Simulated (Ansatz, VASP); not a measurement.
Given: the input of a run of Ansatz 0.2.0 on WS.

Contents of input.yaml:

```yaml
crystal:
  lattice:
    - [3.1835163551, 0.0, 0.0]
    - [-1.5917581776, 2.7570060369, 0.0]
    - [0.0, 0.0, 31.95057789]
  atoms:
    - { symbol: W, position: [0.33333333, 0.66666666, 0.2347375383] }
    - { symbol: S, position: [0.66666667, 0.33333334, 0.2835461018] }
    - { symbol: S, position: [0.66666667, 0.33333334, 0.7164538982] }
    - { symbol: W, position: [0.33333333, 0.66666666, 0.7652624617] }
kpoints:
  mp_grid: { grid: [10, 10, 1] }
scf:
  occupations: { method: fermi_dirac, width: 0.05 }
hamiltonian:
  xc: pbesol
  pseudopotentials: { kind: all_electron, lapw: { basis_error: 0.002 } }
output:
  forces: true
  stress: true
  eigenvalues: true
```

Potentials or basis: all-electron LAPW, scalar-relativistic.

Command:

```console
$ ansatz run input.yaml --threads 4 --pin off --max-ram 14336MiB --backend cpu --events-out ev --progress --plain --runs-dir out
```

**Question.** Set up the same calculation for VASP 6.6.1. Potentials there: VASP PAW PBE potentials, release 64 (W_sv, S).

**Answer.** As run (the cutoff follows the program's own potentials):

The input INCAR:

```
SYSTEM = WS
ALGO = Normal
EDIFF = 1E-6
ENCUT = 520
GGA = PS
ISIF = 2
ISMEAR = -1
LASPH = .True.
LCHARG = .False.
LREAL = .False.
LWAVE = .False.
NBANDS = 28
NELM = 100
PREC = Accurate
SIGMA = 0.05
```

The input KPOINTS:

```
k-points
0
Gamma
  10 10 1
  0 0 0
```

Contents of POSCAR:

```
WS
1.0
    3.1835163551      0.0000000000      0.0000000000
   -1.5917581776      2.7570060369      0.0000000000
    0.0000000000      0.0000000000     31.9505778900
W S
2 2
Direct
    0.3333333300      0.6666666600      0.2347375383
    0.3333333300      0.6666666600      0.7652624617
    0.6666666700      0.3333333400      0.2835461018
    0.6666666700      0.3333333400      0.7164538982
```

Potentials or basis: VASP PAW PBE potentials, release 64 (W_sv, S).

Run with:

```console
$ cat potpaw_PBE.64/W_sv/POTCAR potpaw_PBE.64/S/POTCAR > POTCAR
$ mpirun -np 1 vasp_std > vasp.out
```

Both were run:

|  | VASP | Ansatz | Ansatz less VASP |
| --- | --- | --- | --- |
| gap on the k mesh at the Fermi level (eV) | 0.19 | 0.18 | -0.002 |
| least direct gap on the mesh (eV) | 0.80 | 0.80 | -0.008 |
| rms of the force components (eV/Å) | 0.497 | 0.499 | +0.0014 |

Ansatz ran all-electron here, so the differences hold the error of VASP's frozen core and of both bases.

Caveats: spin-orbit coupling is left out, which moves the levels of the heavy elements; the PAW data sets were made with another functional, which shifts forces and pressure a little (VASP).
